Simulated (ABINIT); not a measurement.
An input for ABINIT 10.8.3 (AgBr (Fm-3m)):

```
acell 3*1.0 Angstrom
rprim 
  -0.000000000000 2.870150000000 2.870150000000
  2.870150000000 0.000000000000 2.870150000000
  2.870150000000 2.870150000000 0.000000000000
ntypat 2
znucl 47 35
natom 2
typat 1 2
xred 
  0.000000000000 0.000000000000 0.000000000000
  0.500000000000 0.500000000000 0.500000000000
pp_dirpath "pseudos"
pseudos "Ag.upf, Br.upf"
ecut 37
nspinor 2
iscf -2
irdden 1
kptopt 0
nkpt 26
kpt 
  0.00000000 0.00000000 0.00000000
  0.12500000 0.00000000 0.12500000
  0.25000000 0.00000000 0.25000000
  0.37500000 0.00000000 0.37500000
  0.50000000 0.00000000 0.50000000
  0.53125000 0.06250000 0.53125000
  0.56250000 0.12500000 0.56250000
  0.59375000 0.18750000 0.59375000
  0.62500000 0.25000000 0.62500000
  0.37500000 0.37500000 0.75000000
  0.28125000 0.28125000 0.56250000
  0.18750000 0.18750000 0.37500000
  0.09375000 0.09375000 0.18750000
  0.00000000 0.00000000 0.00000000
  0.12500000 0.12500000 0.12500000
  0.25000000 0.25000000 0.25000000
  0.37500000 0.37500000 0.37500000
  0.50000000 0.50000000 0.50000000
  0.50000000 0.43750000 0.56250000
  0.50000000 0.37500000 0.62500000
  0.50000000 0.31250000 0.68750000
  0.50000000 0.25000000 0.75000000
  0.50000000 0.18750000 0.68750000
  0.50000000 0.12500000 0.62500000
  0.50000000 0.06250000 0.56250000
  0.50000000 0.00000000 0.50000000
istwfk *1
nband 42
nbdbuf 6
tolwfr 1e-08
nstep 40
prtwf 0
prtvol 0
indata_prefix "in"
outdata_prefix "out"
tmpdata_prefix "tmp"
```

The database entry behind the starting cell differs from later determinations by our own check (about 0.6 % short of the room-temperature cell), so it need not match the best structure at ambient conditions.

```sh
OMP_NUM_THREADS=1 mpirun -n 4 abinit run.abi > log
```

Q: Estimate wall time and host memory on 4 MPI ranks of Arm Neoverse V1, shared host.

It took 52 s; on shared hardware allow 26 s to 1.7 min. Peak host memory was 0.43 GiB.

[Paths, hosts, dates, memory and timing lines, banners, echoed tables and standing remarks are left out of the program output.]

[Logs are printed without paths, hosts, clocks, repeated set-up lines and the standing remarks that a program may print on its own settings, such as how far it seeks lower states.]

[Runs of the session that timed out or met a known fault of the program may be left out.]

[Hosts, paths, dates, database ids (printed as entryN), source tags and the programs' standing remarks are cut or masked in the printed files.]

[G0W0 gaps are taken among the corrected bands and points alone; a level outside them can change the order at an edge.]

[Where Ansatz stands beside ABINIT at settings called matched, ABINIT's density can come from a denser mesh and the files from another edition; pairs whose starting gaps differed by over 0.03 eV were left out, so agreement reads better than it is.]
